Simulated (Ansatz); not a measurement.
Born–Oppenheimer molecular dynamics of a periodic cell of 38 atoms, H₈C₅O₆ (packed as 2 C2H2 + 6 HCOOH, density as packed 1.31 g/cm³ with natural masses). It goes on from the last frame of an earlier run, with new velocities.

Level of theory: DFT r2SCAN-D3(BJ), scalar-relativistic, plane waves, PAW in Ansatz. Settings: cutoff 500 eV, k mesh 1x1x1, fermi-dirac smearing 0.05 eV, no spin polarisation.

```json
{
  "ensemble": "NVE (velocity Verlet)",
  "time step": "0.75 fs",
  "steps asked": "90",
  "starting velocities drawn for": "300 K",
  "seed": "988073"
}
```

Frames 1.5 fs apart, positions in Å, forces in eV/Å.

Velocities at 7.5 fs (Å/ps):

```
C 3.32 -2.90 -0.64
C 3.54 -4.07 5.62
H -1.15 5.04 26.46
H -7.86 -7.43 -1.11
C 3.70 4.20 -8.15
C -0.86 0.09 -5.58
H 18.67 -1.24 1.36
H 0.06 9.48 -18.62
O 2.20 -0.68 -2.19
C 4.30 -5.16 2.75
O -2.95 -0.67 3.45
H 3.15 18.69 3.86
H 12.29 -1.17 -7.64
O 4.30 0.14 -2.74
C -1.21 3.68 -4.47
O -0.40 5.21 2.11
H -13.36 -9.68 -10.38
H -34.26 -12.61 5.02
O 1.67 0.87 -4.22
C 2.51 4.71 0.72
O -1.56 4.10 1.98
H 13.15 -19.43 -10.85
H -10.09 17.27 -4.12
O -2.22 -2.77 -0.25
C 1.86 2.22 4.01
O -1.31 5.07 -0.74
H 3.22 15.39 15.84
H -37.59 2.51 -0.91
O 3.45 -7.50 5.12
C -2.07 -6.00 -3.30
O -3.59 2.28 -2.02
H -0.66 2.59 -0.03
H -8.37 16.47 5.93
O -0.40 -5.24 5.12
C -0.24 3.83 -6.13
O -4.72 -4.16 4.03
H -6.71 -7.33 23.42
H -19.49 17.14 -0.81
```

```xyz
38
Lattice="7.4554 0.0000 0.0000 0.0000 7.4554 0.0000 0.0000 0.0000 7.4554" Properties=species:S:1:pos:R:3:forces:R:3 time_fs=7.5 energy_less_start_eV=0.372 T=223
C 3.498 7.635 6.034 -0.99 0.57 -2.15
C 2.909 7.907 4.999 1.37 -0.72 2.24
H 2.408 8.222 4.131 -0.38 0.20 -0.56
H 4.032 7.420 6.921 0.12 -0.16 0.41
C 5.457 2.229 0.734 -0.24 -0.37 0.23
C 4.462 2.214 1.406 -0.02 -0.20 0.18
H 3.615 2.051 2.040 -0.02 0.37 -0.10
H 6.312 1.951 0.176 0.38 0.28 -0.30
O 5.271 5.161 3.170 -1.91 1.26 -0.53
C 6.124 6.029 3.560 2.20 0.36 1.26
O 7.351 5.843 3.707 -1.73 0.23 -0.45
H 5.517 4.250 3.196 1.09 -1.78 0.01
H 5.619 6.953 3.864 0.23 0.19 -0.27
O 2.738 3.156 5.940 0.99 1.66 -0.41
C 3.382 4.361 5.684 0.32 -2.10 0.10
O 4.469 4.673 6.109 -0.01 -0.29 0.34
H 3.341 2.451 6.321 -0.47 1.05 -0.27
H 2.908 5.005 4.940 -0.91 -0.17 0.18
O 0.165 5.257 6.891 0.27 -0.52 1.35
C 0.112 6.577 7.074 0.37 -0.44 -1.81
O 0.047 7.124 8.130 -0.13 0.57 1.46
H 0.240 4.834 7.807 -0.26 0.26 -1.00
H 0.186 7.097 6.109 -0.18 -0.15 0.17
O 0.347 3.993 1.972 -0.70 1.20 -1.35
C 1.196 3.014 2.095 -1.58 -1.46 -3.09
O 1.785 2.709 3.055 2.04 -0.46 3.18
H 0.240 4.689 2.692 0.44 -0.23 0.64
H 1.184 2.329 1.187 0.05 0.93 0.37
O 6.129 2.774 3.917 0.31 0.24 0.76
C 6.909 2.676 5.038 0.87 0.27 -0.31
O 7.221 1.615 5.516 -0.42 0.72 -0.14
H 5.972 1.898 3.543 -0.13 -0.26 -0.06
H 7.303 3.687 5.367 -0.76 -0.99 -0.27
O 3.240 4.885 1.153 -1.38 0.05 0.85
C 2.944 6.074 1.699 1.46 0.02 -0.44
O 3.555 7.114 1.615 0.07 -0.67 -0.24
H 4.054 4.691 0.673 0.56 0.79 -0.29
H 2.070 6.001 2.309 -0.93 -0.29 0.30
38
Lattice="7.4554 0.0000 0.0000 0.0000 7.4554 0.0000 0.0000 0.0000 7.4554" Properties=species:S:1:pos:R:3:forces:R:3 time_fs=9.0 energy_less_start_eV=0.294 T=239
C 3.502 7.631 6.032 -0.43 0.27 -1.08
C 2.915 7.900 5.009 0.88 -0.47 1.43
H 2.401 8.232 4.163 -0.50 0.27 -0.80
H 4.022 7.407 6.924 0.16 -0.15 0.38
C 5.462 2.235 0.722 -0.70 -0.42 0.50
C 4.461 2.214 1.398 1.14 -0.10 -0.56
H 3.641 2.053 2.042 -0.53 0.27 0.24
H 6.316 1.969 0.145 0.18 0.32 -0.16
O 5.273 5.161 3.166 -1.77 1.28 -0.46
C 6.132 6.022 3.565 1.31 0.65 0.99
O 7.345 5.842 3.712 -0.78 -0.07 -0.35
H 5.534 4.257 3.202 1.03 -1.91 -0.02
H 5.640 6.953 3.850 0.10 0.26 -0.18
O 2.745 3.157 5.935 0.40 2.03 -0.73
C 3.381 4.365 5.677 0.51 -2.13 0.47
O 4.468 4.681 6.112 -0.50 -0.27 -0.09
H 3.317 2.447 6.303 0.08 0.59 0.03
H 2.848 4.985 4.950 -0.54 -0.07 0.25
O 0.168 5.258 6.886 0.33 -0.22 1.00
C 0.116 6.584 7.074 0.18 -0.36 -1.56
O 0.045 7.130 8.134 -0.05 0.34 1.09
H 0.256 4.808 7.780 -0.29 0.37 -0.72
H 0.169 7.121 6.105 -0.12 -0.39 0.41
O 0.343 3.990 1.971 -0.74 2.06 -0.45
C 1.197 3.017 2.098 -2.18 -1.28 -3.37
O 1.784 2.716 3.056 2.33 -0.60 3.36
H 0.250 4.708 2.721 0.44 -0.83 -0.13
H 1.129 2.342 1.190 0.38 0.66 0.34
O 6.135 2.763 3.925 0.05 0.60 0.37
C 6.907 2.668 5.033 0.83 1.39 -0.15
O 7.215 1.619 5.513 -0.08 -0.12 0.27
H 5.970 1.898 3.542 -0.15 -0.51 -0.15
H 7.282 3.700 5.372 -0.78 -1.35 -0.39
O 3.238 4.877 1.161 -1.86 0.35 1.11
C 2.944 6.080 1.690 -0.20 -0.94 0.50
O 3.549 7.107 1.621 0.77 0.22 -0.45
H 4.052 4.687 0.704 1.07 0.62 -0.58
H 2.033 6.024 2.309 0.01 -0.34 -0.40
38
Lattice="7.4554 0.0000 0.0000 0.0000 7.4554 0.0000 0.0000 0.0000 7.4554" Properties=species:S:1:pos:R:3:forces:R:3 time_fs=10.5 energy_less_start_eV=0.148 T=269
C 3.506 7.628 6.027 0.67 -0.29 0.92
C 2.923 7.893 5.022 -0.45 0.25 -0.74
H 2.385 8.247 4.179 -0.11 0.02 -0.25
H 4.015 7.391 6.935 -0.02 -0.04 -0.02
C 5.466 2.240 0.711 -0.67 -0.48 0.44
C 4.462 2.214 1.389 1.55 -0.07 -0.78
H 3.656 2.061 2.049 -0.63 0.24 0.29
H 6.323 1.993 0.111 -0.17 0.37 0.10
O 5.272 5.162 3.162 -0.85 -0.61 -0.23
C 6.142 6.016 3.572 -0.03 0.90 0.55
O 7.339 5.841 3.716 0.49 -0.38 -0.14
H 5.572 4.225 3.208 0.33 0.00 -0.09
H 5.663 6.959 3.832 -0.01 0.27 -0.10
O 2.753 3.162 5.930 -0.32 2.51 -1.09
C 3.380 4.364 5.672 0.39 -1.85 0.62
O 4.467 4.688 6.115 -0.88 -0.28 -0.47
H 3.295 2.455 6.286 0.77 -0.20 0.46
H 2.776 4.963 4.965 0.01 -0.05 0.43
O 0.171 5.259 6.882 0.30 0.33 0.04
C 0.120 6.590 7.071 -0.06 -0.28 -0.68
O 0.042 7.137 8.139 0.06 -0.01 0.42
H 0.267 4.790 7.739 -0.23 0.18 0.13
H 0.150 7.136 6.110 -0.03 -0.44 0.32
O 0.338 3.989 1.969 -0.60 2.40 0.18
C 1.194 3.016 2.095 -2.16 -0.95 -2.38
O 1.787 2.723 3.062 2.01 -0.49 2.62
H 0.269 4.709 2.747 0.33 -1.06 -0.59
H 1.083 2.369 1.200 0.63 0.07 -0.05
O 6.140 2.753 3.934 -0.37 0.42 -0.37
C 6.906 2.662 5.028 0.54 1.66 -0.12
O 7.209 1.623 5.511 0.26 -0.87 0.65
H 5.964 1.888 3.538 -0.07 -0.23 -0.01
H 7.245 3.684 5.370 -0.49 -0.94 -0.24
O 3.234 4.870 1.171 -1.17 0.39 0.70
C 2.945 6.084 1.681 -1.63 -1.78 1.18
O 3.543 7.101 1.627 1.41 1.04 -0.59
H 4.071 4.698 0.723 0.50 0.63 -0.29
H 1.996 6.039 2.301 0.69 -0.37 -0.85
38
Lattice="7.4554 0.0000 0.0000 0.0000 7.4554 0.0000 0.0000 0.0000 7.4554" Properties=species:S:1:pos:R:3:forces:R:3 time_fs=12.0 energy_less_start_eV=0.184 T=262
C 3.510 7.624 6.024 1.60 -0.77 2.64
C 2.930 7.886 5.033 -1.73 0.97 -2.75
H 2.366 8.263 4.190 0.35 -0.29 0.35
H 4.008 7.374 6.946 -0.13 0.06 -0.33
C 5.469 2.245 0.701 -0.39 -0.48 0.20
C 4.465 2.214 1.378 1.09 -0.11 -0.35
H 3.659 2.074 2.061 -0.23 0.27 -0.06
H 6.327 2.025 0.079 -0.40 0.36 0.28
O 5.271 5.163 3.157 0.10 -1.96 0.05
C 6.153 6.011 3.580 -1.43 1.15 0.05
O 7.333 5.839 3.720 1.74 -0.66 0.15
H 5.617 4.193 3.211 -0.36 1.44 -0.15
H 5.686 6.971 3.812 -0.09 0.17 -0.03
O 2.760 3.169 5.923 -0.52 2.20 -1.08
C 3.380 4.361 5.667 0.09 -1.37 0.68
O 4.464 4.695 6.118 -1.06 -0.29 -0.74
H 3.289 2.459 6.278 0.94 -0.44 0.58
H 2.705 4.940 4.989 0.57 0.01 0.53
O 0.174 5.260 6.878 0.23 0.91 -0.94
C 0.124 6.595 7.066 -0.30 -0.31 0.53
O 0.040 7.144 8.145 0.18 -0.39 -0.32
H 0.273 4.775 7.700 -0.13 -0.10 1.00
H 0.130 7.142 6.122 0.06 -0.29 -0.06
O 0.332 3.992 1.968 -0.35 2.24 0.44
C 1.188 3.014 2.088 -1.57 -0.61 -0.56
O 1.792 2.728 3.071 1.21 -0.19 1.20
H 0.295 4.688 2.761 0.15 -0.92 -0.71
H 1.049 2.397 1.208 0.75 -0.60 -0.61
O 6.145 2.743 3.942 -0.83 0.07 -1.25
C 6.906 2.659 5.022 0.09 0.97 -0.19
O 7.204 1.625 5.509 0.55 -1.38 0.93
H 5.957 1.873 3.534 0.06 0.23 0.22
H 7.197 3.650 5.362 0.02 0.20 0.16
O 3.228 4.863 1.182 0.03 0.39 0.07
C 2.942 6.084 1.675 -2.31 -2.20 1.40
O 3.539 7.096 1.631 1.77 1.46 -0.65
H 4.101 4.722 0.736 -0.52 0.62 0.20
H 1.974 6.046 2.275 0.82 -0.35 -0.88
38
Lattice="7.4554 0.0000 0.0000 0.0000 7.4554 0.0000 0.0000 0.0000 7.4554" Properties=species:S:1:pos:R:3:forces:R:3 time_fs=13.5 energy_less_start_eV=0.243 T=250
C 3.518 7.619 6.026 1.67 -0.84 2.84
C 2.935 7.880 5.040 -2.04 1.17 -3.13
H 2.355 8.273 4.208 0.48 -0.38 0.45
H 3.998 7.359 6.949 -0.02 0.05 -0.25
C 5.471 2.248 0.691 -0.17 -0.39 0.00
C 4.471 2.213 1.367 0.32 -0.14 0.31
H 3.656 2.092 2.072 0.26 0.29 -0.50
H 6.323 2.065 0.053 -0.36 0.26 0.27
O 5.270 5.161 3.153 0.70 -2.18 0.28
C 6.161 6.009 3.588 -2.40 1.42 -0.37
O 7.330 5.837 3.725 2.54 -0.85 0.42
H 5.655 4.190 3.212 -0.75 1.77 -0.19
H 5.706 6.986 3.791 -0.16 -0.01 0.01
O 2.767 3.179 5.915 -0.07 0.84 -0.57
C 3.380 4.355 5.664 -0.19 -0.81 0.78
O 4.460 4.701 6.119 -1.06 -0.31 -0.90
H 3.302 2.456 6.283 0.41 0.18 0.23
H 2.646 4.917 5.025 0.95 0.20 0.44
O 0.178 5.263 6.872 0.25 1.01 -1.06
C 0.128 6.600 7.063 -0.51 -0.42 1.59
O 0.037 7.151 8.151 0.30 -0.69 -0.93
H 0.276 4.759 7.682 -0.13 0.02 1.05
H 0.111 7.142 6.132 0.12 -0.06 -0.46
O 0.326 3.998 1.967 -0.05 1.55 0.21
C 1.178 3.011 2.080 -0.73 -0.52 1.11
O 1.799 2.734 3.081 0.21 0.15 -0.40
H 0.324 4.648 2.760 -0.02 -0.39 -0.38
H 1.032 2.414 1.204 0.78 -0.95 -0.86
O 6.149 2.734 3.949 -1.17 0.00 -1.93
C 6.906 2.657 5.016 -0.32 -0.18 -0.24
O 7.199 1.626 5.508 0.76 -1.57 1.07
H 5.951 1.863 3.535 0.13 0.39 0.33
H 7.150 3.620 5.359 0.50 1.47 0.62
O 3.223 4.857 1.193 0.82 0.49 -0.32
C 2.935 6.081 1.671 -2.08 -1.97 1.19
O 3.537 7.093 1.635 1.73 1.27 -0.64
H 4.120 4.759 0.753 -1.06 0.44 0.41
H 1.968 6.046 2.231 0.37 -0.30 -0.52
38
Lattice="7.4554 0.0000 0.0000 0.0000 7.4554 0.0000 0.0000 0.0000 7.4554" Properties=species:S:1:pos:R:3:forces:R:3 time_fs=15.0 energy_less_start_eV=0.181 T=262
C 3.528 7.612 6.032 0.79 -0.45 1.40
C 2.935 7.877 5.041 -1.16 0.73 -1.65
H 2.353 8.275 4.234 0.19 -0.19 -0.02
H 3.988 7.344 6.949 0.25 -0.07 0.19
C 5.473 2.251 0.681 -0.16 -0.25 -0.04
C 4.477 2.212 1.356 -0.19 -0.10 0.72
H 3.659 2.117 2.072 0.46 0.23 -0.67
H 6.311 2.111 0.032 -0.07 0.12 0.08
O 5.269 5.156 3.148 0.80 -1.36 0.44
C 6.165 6.009 3.596 -2.58 1.59 -0.68
O 7.330 5.833 3.730 2.60 -0.89 0.59
H 5.678 4.223 3.208 -0.72 1.05 -0.22
H 5.723 7.001 3.770 -0.23 -0.17 0.05
O 2.773 3.191 5.906 0.40 -0.74 0.03
C 3.380 4.347 5.662 -0.30 -0.17 0.93
O 4.455 4.707 6.120 -0.90 -0.32 -0.95
H 3.324 2.456 6.292 -0.18 0.82 -0.16
H 2.606 4.898 5.069 1.04 0.50 0.16
O 0.182 5.266 6.866 0.35 0.58 -0.30
C 0.131 6.604 7.062 -0.66 -0.40 1.99
O 0.036 7.156 8.155 0.39 -0.89 -1.27
H 0.276 4.744 7.686 -0.21 0.55 0.31
H 0.095 7.141 6.132 0.16 0.04 -0.55
O 0.320 4.006 1.966 0.24 0.39 -0.56
C 1.167 3.007 2.074 0.04 -0.83 1.86
O 1.806 2.740 3.091 -0.71 0.43 -1.74
H 0.353 4.599 2.752 -0.13 0.49 0.47
H 1.032 2.410 1.182 0.78 -0.73 -0.42
O 6.151 2.724 3.952 -1.29 0.33 -2.21
C 6.906 2.655 5.010 -0.37 -0.39 0.16
O 7.196 1.624 5.509 0.90 -1.49 1.07
H 5.948 1.861 3.542 0.11 0.12 0.22
H 7.113 3.620 5.367 0.60 1.52 0.63
O 3.218 4.851 1.203 0.87 0.65 -0.33
C 2.925 6.074 1.669 -1.06 -1.17 0.67
O 3.538 7.092 1.637 1.30 0.52 -0.55
H 4.117 4.806 0.779 -0.79 0.13 0.23
H 1.969 6.039 2.176 -0.56 -0.20 0.09
```

Of the whole run (68 fs, mean temperature of the second half 207 K): The conserved energy stayed within 0.17 meV per atom of its start (net change 0.053 meV per atom), so the integration is sound. A run of 0.068 ps of so small a system gives no equilibrium averages. Limits of this set-up: coarse k mesh.

Run time: 15 min on 1 thread of AMD EPYC 9R45 (Zen 5) (shared host), peak memory 1.4 GiB.
